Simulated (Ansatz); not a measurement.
# Os: distorted cells

These are results of Ansatz, DFT PBEsol, scalar-relativistic, plane waves, PAW, not measurements.

Cutoff 420 eV; k points 15×15×8 on the computed 2-atom cell (Γ-centred); Gaussian smearing, width 0.10 eV; no spin polarisation.

Reference cell:

```yaml
crystal:
  lattice:
    - [2.73410, 0.00000, 0.00000]
    - [-1.36705, 2.36780, 0.00000]
    - [0.00000, 0.00000, 4.31970]
  atoms:
    - { symbol: Os, position: [0.33333, 0.66667, 0.25000] }
    - { symbol: Os, position: [0.66667, 0.33333, 0.75000] }
```

Each variant moves atoms of this cell by the vectors given, if any (Å), and then applies a symmetric strain (tensor components, Cartesian axes). The reference cell isn't relaxed at this level. Energies are per atom at zero smearing, counted from the lowest variant. Pressure is positive in compression.

1. no strain; moves: Os2 (-0.006, -0.052, -0.073)
2. strain (xx yy zz yz xz xy, %) 0.43 0.43 6.43 0.00 0.00 0.00; moves: Os1 (0.000, 0.000, 0.100); Os2 (0.000, 0.000, -0.100)
3. no strain; moves: Os2 (0.045, 0.000, 0.000)

```
variant  ΔE (meV/atom) P (GPa) largest force (eV/Å) space group
      1           25.2    -1.29                  1.37          P-1
      2          235.0   -19.91                  1.62        P-3m1
      3            0.0    -2.65                  0.43       P2_1/m
```

Spin–orbit coupling is left out, which can shift energies with elements as heavy as these.